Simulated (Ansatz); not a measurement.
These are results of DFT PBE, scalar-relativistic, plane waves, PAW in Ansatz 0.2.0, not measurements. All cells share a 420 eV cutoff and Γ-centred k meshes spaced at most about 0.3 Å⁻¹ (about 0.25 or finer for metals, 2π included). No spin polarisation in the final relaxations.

These are static total energies at zero pressure.

Compare these two cells of Hg, each relaxed at this level.

A.

```
Hg
1.0
     3.27132    0.00000    0.00000
    -1.63566    2.83305    0.00000
     0.00000    0.00000    3.05819
Hg
1
Direct
  0.00000 0.00000 0.50000
```

B.

```
Hg
1.0
    -1.94055    1.94055    1.94055
     1.94055   -1.94055    1.94055
     1.94055    1.94055   -1.94055
Hg
1
Direct
  0.00000 0.00000 0.00000
```

Problem. Which form is favoured at zero pressure, and by what margin per atom?

Solution. B is lower, by 6 meV/atom. A has the simple hexagonal type, space group P6/mmm (No. 191), 28.3 Å³/atom and no gap on its mesh; B has the bcc type, space group Im-3m (No. 229), 29.2 Å³/atom and no gap. Counting all near atoms (those within 1.25 times the shortest distance at each site; a plus sign parts nearer from farther groups), A has Hg 8 and B has Hg 8+6. The lower one is the more open, so pressure narrows the difference. Both come from invented guesses. The part of the Crystallography Open Database at hand lists Hg in space groups No. 14, 166, 191; sharing a group (P6/mmm) doesn't make a cell the listed structure.

The k mesh leaves some 4 meV/atom of noise in the energy of each metallic cell. These runs have no spin–orbit coupling, which can matter for Hg. Cells relaxed within their symmetry can be saddle points.
